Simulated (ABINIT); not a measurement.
Crystal: WS2, a slab with vacuum.

```
W S
1.0
     3.18352    0.00000    0.00000
    -1.59176    2.75701    0.00000
     0.00000    0.00000   16.95058
W S
1 2
Direct
  0.00000 0.00000 0.00000
  0.33333 0.66667 0.09200
  0.33333 0.66667 0.90800
```

Base run:

- Program: ABINIT 10.8.3 (patched build)
- Functional: LDA
- Potentials or basis: JTH PAW LDA v2.0
- Cutoff: 544 eV
- k mesh: 10 × 10 × 2
- Occupations: fermi-dirac, width 0.05 eV
- Spin: no spin polarisation

Its results: band gap on the k mesh 1.98 eV, indirect (least direct gap 2.14 eV); largest force 0.408 eV/Å.

Q: The run is repeated on the same cell with these changes: k mesh from 10 × 10 × 2 to 8 × 8 × 2. What comes out?

A: Band gap on the k mesh 2.05 eV, indirect (least direct gap 2.24 eV); largest force 0.408 eV/Å.

Caveats: spin-orbit coupling is left out, which moves the levels of the heavy elements.

A k mesh can miss the band edges.

Not every run made on this cell is shown here.
